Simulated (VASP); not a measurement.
# C (P6_3/mmc) in VASP: density of states with LDA

Aim: the density of states of C with LDA.

Everything below comes from runs of VASP 6.6.1. Logs are shortened: lines on timing, memory, paths and dates and some standing lists are left out, and cuts for length are marked.

## Step 1: Starting point

Symmetry: P6_3/mmc, No. 194, hexagonal system. The conventional cell has a = 2.445 Å, b = 2.445 Å, c = 6.676 Å, α = 90.00°, β = 90.00°, γ = 120.00°. C (site symmetry -6m2) is surrounded by 3 C at 1.41 Å. C (site symmetry -6m2) is surrounded by 3 C at 1.41 Å.

## Step 2: Density of states, LDA

Contents of POSCAR:

```
C
1.0
    2.4449805612      0.0000000000      0.0000000000
   -1.2224902806      2.1174152778      0.0000000000
    0.0000000000      0.0000000000      6.6757814821
C
4
Direct
    0.0000000000      0.0000000000      0.2500000000
    0.0000000000      0.0000000000      0.7500000000
    0.3333333333      0.6666666667      0.2500000000
    0.6666666667      0.3333333333      0.7500000000
```

Contents of INCAR.step1:

```
SYSTEM = C
ALGO = Normal ; EDIFF = 1E-6
ENCUT = 520 ; GGA = CA
ISIF = 2 ; ISMEAR = 0
LASPH = .TRUE. ; LCHARG = .TRUE.
LREAL = .FALSE. ; LWAVE = .FALSE.
NBANDS = 16 ; NELM = 100
PREC = Accurate ; SIGMA = 0.05
```

Contents of KPOINTS.step1:

```
k-points
0
G
  20 20 6
  0 0 0
```

Contents of INCAR.step2:

```
SYSTEM = C
ALGO = Normal ; EDIFF = 1E-6
ENCUT = 520 ; GGA = CA
ICHARG = 11 ; ISIF = 2
ISMEAR = -5 ; LASPH = .TRUE.
LCHARG = .FALSE. ; LORBIT = 11
LREAL = .FALSE. ; LWAVE = .FALSE.
NEDOS = 2001 ; NELM = 100
PREC = Accurate ; SIGMA = 0.05
```

Contents of KPOINTS.step2:

```
k-points
0
G
  30 30 9
  0 0 0
```

Potentials or basis: VASP PAW LDA potentials, release 64 (C).

Launch:

```console
cat potpaw_LDA.64/C/POTCAR > POTCAR
cp INCAR.step1 INCAR
cp KPOINTS.step1 KPOINTS
mpirun -np 1 vasp_std > vasp.out
cp INCAR.step2 INCAR
cp KPOINTS.step2 KPOINTS
mpirun -np 1 vasp_std > vasp.out
```

OUTCAR:

```text
SYSTEM = C
   EDIFF = 1E-6
   ENCUT = 520
   GGA = CA
   ICHARG = 11
   ISIF = 2
   ISMEAR = -5
   LASPH = .TRUE.
   LORBIT = 11
   LREAL = .FALSE.
   NELM = 100
   PREC = Accurate

 ion  position               nearest neighbor table
   1  0.000  0.000  0.250-   3 1.41   3 1.41   3 1.41
   2  0.000  0.000  0.750-   4 1.41   4 1.41   4 1.41
   3  0.333  0.667  0.250-   1 1.41   1 1.41   1 1.41
   4  0.667  0.333  0.750-   2 1.41   2 1.41   2 1.41

  LATTYP: Found a hexagonal cell.
 ALAT       =     2.4449805612
 C/A-ratio  =     2.7304026821

  Lattice vectors:

 A1 = (   2.4449805612,   0.0000000000,   0.0000000000)
 A2 = (  -1.2224902806,   2.1174152778,   0.0000000000)
 A3 = (   0.0000000000,   0.0000000000,   6.6757814821)

Analysis of symmetry for initial positions (statically):
=====================================================================
 Subroutine PRICEL returns:
 Original cell was already a primitive cell.

 Routine SETGRP: Setting up the symmetry group for a
 hexagonal supercell.

 Subroutine GETGRP returns: Found 24 space group operations
 (whereof 12 operations were pure point group operations)
 out of a pool of 24 trial point group operations.

The static configuration has the point symmetry D_3d.
 The point group associated with its full space group is D_6h.

Analysis of symmetry for dynamics (positions and initial velocities):
=====================================================================
 Subroutine PRICEL returns:
 Original cell was already a primitive cell.

 Routine SETGRP: Setting up the symmetry group for a
 hexagonal supercell.

 Subroutine GETGRP returns: Found 24 space group operations
 (whereof 12 operations were pure point group operations)
 out of a pool of 24 trial point group operations.

The dynamic configuration has the point symmetry D_3d.
 The point group associated with its full space group is D_6h.

 Subroutine INISYM returns: Found 24 space group operations
 (whereof 12 operations are pure point group operations),
 and found     1 'primitive' translations

----------------------------------------------------------------------------------------

                                     Primitive cell

  volume of cell :      34.5608

  direct lattice vectors                    reciprocal lattice vectors
     2.444980561  0.000000000  0.000000000     0.409001207  0.236136957  0.000000000
    -1.222490281  2.117415278  0.000000000     0.000000000  0.472273914  0.000000000
     0.000000000  0.000000000  6.675781482     0.000000000  0.000000000  0.149795197

  length of vectors
     2.444980561  2.444980561  6.675781482     0.472273914  0.472273914  0.149795197

  position of ions in fractional coordinates (direct lattice)
     0.000000000  0.000000000  0.250000000
     0.000000000  0.000000000  0.750000000
     0.333333333  0.666666667  0.250000000
     0.666666667  0.333333333  0.750000000

  ion indices of the primitive-cell ions
   primitive index   ion index
                 1           1
                 2           2
                 3           3
                 4           4

----------------------------------------------------------------------------------------

 KPOINTS: k-points

Automatic generation of k-mesh.
 Grid dimensions read from file:
 generate k-points for:   30   30    9

 Generating k-lattice:

  Cartesian coordinates                     Fractional coordinates (reciprocal lattice)
     0.013633374  0.007871232  0.000000000     0.033333333 -0.000000000  0.000000000
     0.000000000  0.015742464  0.000000000     0.000000000  0.033333333  0.000000000
     0.000000000  0.000000000  0.016643911     0.000000000  0.000000000  0.111111111

  Length of vectors
     0.015742464  0.015742464  0.016643911

  Shift w.r.t. Gamma in fractional coordinates (k-lattice)
     0.000000000  0.000000000  0.000000000

 TETIRR: Found   7755 inequivalent tetrahedra from    48600

 Subroutine IBZKPT returns following result:
 ===========================================

 Found    455 irreducible k-points:

 Following reciprocal coordinates:
            Coordinates               Weight
  0.000000  0.000000  0.000000      1.000000
  0.033333  0.000000  0.000000      6.000000
  0.066667  0.000000  0.000000      6.000000
  0.100000  0.000000  0.000000      6.000000
  0.133333  0.000000  0.000000      6.000000
  0.166667  0.000000  0.000000      6.000000
[... 16 lines left out ...]
  0.233333  0.033333  0.000000     12.000000
  0.266667  0.033333  0.000000     12.000000
 [... further k-points ...]
   k-points           NKPTS =    455   k-points in BZ     NKDIM =    455   number of bands    NBANDS=     12
   number of dos      NEDOS =   2001   number of ions     NIONS =      4
   total plane-waves  NPLWV =  16200
   dimension x,y,z NGX =    18 NGY =   18 NGZ =   50
   dimension x,y,z NGXF=    36 NGYF=   36 NGZF=  100
   ions per type =               4
   NGX,Y,Z   is equivalent  to a cutoff of  12.24, 12.24, 12.45 a.u.
   NGXF,Y,Z  is equivalent  to a cutoff of  24.48, 24.48, 24.90 a.u.
 SYSTEM =  C
   PREC   = accura    normal or accurate (medium, high low for compatibility)
   ISTART =      0    job   : 0-new  1-cont  2-samecut
   ICHARG =     11    charge: 1-file 2-atom 10-const
   ISPIN  =      1    spin polarized calculation?
   LNONCOLLINEAR =      F non collinear calculations
   LSORBIT =      F    spin-orbit coupling
   LASPH  =      T    aspherical Exc in radial PAW
   ENCUT  =  520.0 eV  38.22 Ry    6.18 a.u.   4.55  4.55 12.41*2*pi/ulx,y,z
   NELM   =    100;   NELMIN=  2; NELMDL=  0     # of ELM steps
   EDIFF  = 0.1E-05   stopping-criterion for ELM
   LREAL  =      F    real-space projection
   EDIFFG = 0.1E-04   stopping-criterion for IOM
   NSW    =      0    number of steps for IOM
   IBRION =     -1    ionic relax: 0-MD 1-quasi-New 2-CG
   NFREE  =      0    steps in history (QN), initial steepest desc. (CG)
   ISIF   =      2    stress and relaxation
   ISYM   =      2    0-nonsym 1-usesym 2-fastsym
   POTIM  = 0.5000    time-step for ionic-motion
   TEBEG  =    0.0;   TEEND  =   0.0 temperature during run
   PSTRESS=    0.0 pullay stress
   NELECT =      16.0000    total number of electrons
   NUPDOWN=      -1.0000    fix difference up-down
   EMIN   =  10.00;   EMAX   =-10.00  energy-range for DOS
   EFERMI =   0.00;   METHOD = LEGACY
   ISMEAR =    -5;   SIGMA  =   0.05  broadening in eV -4-tet -1-fermi 0-gaus
   EFERMI_NEDOS =   21; number of points for ismear=-14 and -15
   IALGO  =     38    algorithm
   IMIX   =      4    mixing-type and parameters
     AMIX     =   0.40;   BMIX     =  1.00
     AMIX_MAG =   1.60;   BMIX_MAG =  1.00
  volume/ion in A,a.u.               =       8.64        58.31
  Fermi-wavevector in a.u.,A,eV,Ry     =   1.266447  2.393238 21.822216  1.603888
  Thomas-Fermi vector in A             =   2.399647
   LORBIT       =     11    0 simple, 1 ext, 2 COOP (PROOUT), +10 PAW based schemes
   GGA     = CA    functional components
   LHFCALC =     F    Hartree Fock is set to
   AEXX    =    0.0000 exact exchange contribution
   IVDW    =     0    specifies the selected vdW correction
   LEPSILON=     F    determine dielectric tensor
   LRPA    =     F    only Hartree local field effects (RPA)
 non-spin polarized calculation
 Fermi weights with tetrahedron method with Bloechl corrections
  energy-cutoff  :      520.00
  volume of cell :       34.56
 maximum number of plane-waves:       953

 number of electron      15.9999995 magnetization

 Free energy of the ion-electron system (eV)
  ---------------------------------------------------
  ext. energy  EPLUGINS =         0.00000000
  ---------------------------------------------------
  free energy    TOTEN  =       -40.44738482 eV

  energy without entropy =      -40.44738482  energy(sigma->0) =      -40.44738482

 E-fermi :   4.7336     XC(G=0): -10.8367

 val. band max:        4.7530660902   @ k =   0.3333   0.3333   0.4444
 cond. band min:       4.7154005718   @ k =   0.3333   0.3333   0.0000
 fundamental gap:     -0.0376655184
 Fermi energy:         4.7336230363

 k-point     1 :       0.0000    0.0000    0.0000
  band No.  band energies     occupation
      1     -14.8856      2.00000
      2     -14.5555      2.00000
      3      -4.0235      2.00000
      4      -1.9275      2.00000
      5       1.7507      2.00000
      6       1.7507      2.00000
      7       1.7695      2.00000
      8       1.7695      2.00000
      9       8.5819      0.00000
     10      13.1861      0.00000
     11      13.2007      0.00000
     12      13.2412      0.00000

 k-point     2 :       0.0333    0.0000    0.0000
  band No.  band energies     occupation
      1     -14.8588      2.00000
      2     -14.5292      2.00000
      3      -3.9905      2.00000
      4      -1.8967      2.00000
      5       1.6422      2.00000
      6       1.6641      2.00000
      7       1.6906      2.00000
      8       1.7117      2.00000
      9       8.6142      0.00000
     10      13.2160      0.00000
     11      13.2865      0.00000
     12      13.3097      0.00000
[... 301 lines left out ...]
 k-point    23 :       0.2333    0.0333    0.0000
  band No.  band energies     occupation
      1     -13.3717      2.00000
      2     -13.0723      2.00000
      3      -2.6499      2.00000
      4      -2.5459      2.00000
      5      -2.1740      2.00000
      6      -0.4030      2.00000
      7      -0.3518      2.00000
      8      -0.2198      2.00000
      9      10.4325      0.00000
     10      11.7648      0.00000
     11      12.4333      0.00000
     12      13.0464      0.00000

 k-point    24 :       0.2667    0.0333    0.0000
  band No.  band energies     occupation
      1     -12.9517      2.00000
      2     -12.6609      2.00000
      3      -3.5361      2.00000
      4      -3.4165      2.00000
      5      -1.6690      2.00000
      6      -0.7320      2.00000
      7      -0.6782      2.00000
      8       0.2360      2.00000
      9      10.7691      0.00000
     10      10.9471      0.00000
     11      11.5591      0.00000
     12      12.9149      0.00000

 [... further k-points ...]

------------------------ aborting loop because EDIFF is reached ----------------------------------------

  FORCE on cell =-STRESS in cart. coord.  units (eV):
  Direction    XX          YY          ZZ          XY          YZ          ZX
  --------------------------------------------------------------------------------------
  -------------------------------------------------------------------------------------
  Total        0.2688472      0.2688472     -0.0473983     -0.0000000     -0.0000000      0.0000000
  in kB       12.4632873     12.4632873     -2.1973028     -0.0000000     -0.0000000      0.0000000
  external PRESSURE =       7.5764239 kB  Pullay stress =       0.0000000 kB

 VOLUME and BASIS-vectors are now :
 -----------------------------------------------------------------------------
  energy-cutoff  :      520.00
  volume of cell :       34.56
      direct lattice vectors                 reciprocal lattice vectors
     2.444980561  0.000000000  0.000000000     0.409001207  0.236136957  0.000000000
    -1.222490281  2.117415278  0.000000000     0.000000000  0.472273914  0.000000000
     0.000000000  0.000000000  6.675781482     0.000000000  0.000000000  0.149795197

 POSITION                                       TOTAL-FORCE (eV/Angst)
 -----------------------------------------------------------------------------------
      0.00000      0.00000      1.66895        -0.000000     -0.000000      0.000000
      0.00000      0.00000      5.00684        -0.000000     -0.000000      0.000000
     -0.00000      1.41161      1.66895        -0.000000      0.000000      0.000000
      1.22249      0.70581      5.00684         0.000000     -0.000000     -0.000000
 -----------------------------------------------------------------------------------
    total drift:                               -0.000000      0.000000      0.000000

  FREE ENERGIE OF THE ION-ELECTRON SYSTEM (eV)
  ---------------------------------------------------
  free  energy   TOTEN  =       -40.4473848250 eV

  energy  without entropy=      -40.4473848250  energy(sigma->0) =      -40.44738482

 total charge

# of ion       s       p       d       tot
------------------------------------------
    1        0.860   1.813   0.000   2.673
    2        0.860   1.813   0.000   2.673
    3        0.859   1.817   0.000   2.676
    4        0.859   1.817   0.000   2.676
--------------------------------------------------
tot          3.439   7.259   0.000  10.699
```

Run time: 90 s. Hardware: 1 thread of AMD EPYC 9R14 (Zen 4), shared host; peak memory 0.22 GiB.

Results:

- Valence electrons inside the program's atomic spheres: C 2.67, 2.68

Levels at points of the mesh, in eV from the Fermi level:
```
           k point  band 6  band 7  band 8  band 9  band 10  band 11
(0.00, 0.00, 0.00)   -2.98   -2.96   -2.96    3.85     8.45     8.47
(0.50, 0.00, 0.00)   -6.40   -2.83   -2.11    1.46     2.20     7.53
```

States per cell in windows of 1 eV (zero at the Fermi level; states under -8 eV left out):
```tsv
from (eV)	total	C1_p	C2_p	C3_p	C4_p	C3_s	C4_s
-8.0	1.26	0.19	0.19	0.19	0.19	0.03	0.03
-7.0	1.82	0.30	0.30	0.30	0.30	0.02	0.02
-6.0	1.45	0.23	0.23	0.23	0.23	0.01	0.01
-5.0	1.18	0.19	0.19	0.18	0.18	0.00	0.00
-4.0	1.09	0.17	0.17	0.17	0.17	0.00	0.00
-3.0	0.86	0.11	0.11	0.11	0.11	0.00	0.00
-2.0	0.41	0.05	0.05	0.05	0.05	0.00	0.00
-1.0	0.12	0.01	0.01	0.02	0.02	0.00	0.00
0.0	0.11	0.01	0.01	0.02	0.02	0.00	0.00
1.0	0.67	0.09	0.09	0.08	0.08	0.00	0.00
2.0	0.67	0.08	0.08	0.09	0.09	0.00	0.00
3.0	0.46	0.06	0.06	0.06	0.06	0.00	0.00
4.0	0.49	0.05	0.05	0.05	0.05	0.00	0.00
5.0	0.57	0.05	0.05	0.05	0.05	0.00	0.00
6.0	0.53	0.05	0.05	0.05	0.05	0.00	0.00
7.0	0.85	0.06	0.06	0.06	0.06	0.02	0.02
```

Caveat: tetrahedron occupations give inexact forces and stress in metals.
